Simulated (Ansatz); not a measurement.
A crystal relaxed with r2SCAN in Ansatz 0.2.0 has space group I4/m (No. 87) and a = 10.655 Å, c = 3.190 Å.

```csv
atom,site,x,y,z
Sn,8h,0.1661,0.6505,0.0000
Xx,8h,0.9588,0.3401,0.5000
Xx,8h,0.2904,0.6567,0.5000
```

r2SCAN gives an indirect gap of 2.62 eV, from Z₀–M (0.91 of the way from Z₀) to Γ; the least direct gap is 2.82 eV at Γ–X (0.10 of the way from Γ). The HSE06 gap is indirect, 3.67 eV (Z₀–M (0.91 of the way from Z₀) to Γ), below the direct gap of 3.85 eV at Γ–X (0.10 of the way from Γ). The PBE gap is indirect, 2.04 eV (Z₀–M (0.90 of the way from Z₀) to Γ), below the direct gap of 2.23 eV at Γ–X (0.10 of the way from Γ). Meshes: r2SCAN 8×8×8, HSE06 6×6×6, PBE 8×8×8.

Task: Which element is Xx?
A. S
B. Te
C. O
D. Se

Result: C. Xx is O: a 12-atom cell of SnO2 (I4/m) from a materials database. Sn is surrounded by 6 O at 2.04–2.11 Å; O is surrounded by 3 Sn at 2.04–2.08 Å; O is surrounded by 3 Sn at 2.07–2.11 Å.

Spin-unpolarised throughout; all numbers are computed.

The runs are scalar-relativistic, without spin-orbit coupling.

Where an edge lies off the special points, it is a point of the mesh or the k point where a search put PBE's edge or least direct gap, reused for the other functionals, whose own edges may lie a little apart.
